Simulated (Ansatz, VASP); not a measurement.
## One calculation of Pd, two programs

```
Pd
1.0
     0.00000    1.92028    1.92028
     1.92028    0.00000    1.92028
     1.92028    1.92028    0.00000
Pd
1
Direct
  0.00000 0.00000 0.00000
```

Alike in both runs: task single point; functional LDA; k mesh 14 × 14 × 14; occupations methfessel-paxton of order 1, width 0.01 eV; collinear spin.

|  | VASP | Ansatz |
| --- | --- | --- |
| version | VASP 6.6.1 | Ansatz 0.2.0 |
| potentials or method | VASP PAW LDA potentials, release 64 (Pd) | plane waves (420 eV) with PAW, scalar-relativistic |
| plane-wave cutoff (eV) | 520 | 420 |
| valence electrons in the cell | 10 | 18 |

```csv
,VASP,Ansatz,Ansatz less VASP
pressure (GPa),0.4,0.1,-0.29
net moment per atom (μB),0.32,0.33,+0.003
size of the moment on the site where the two differ most (μB),0.32,0.32,+0.003
```

Site moments also hang on the region over which each program counts them. The two sets of potentials don't hold the same shells in valence. Ansatz warned: «pseudo_functional_mismatch».
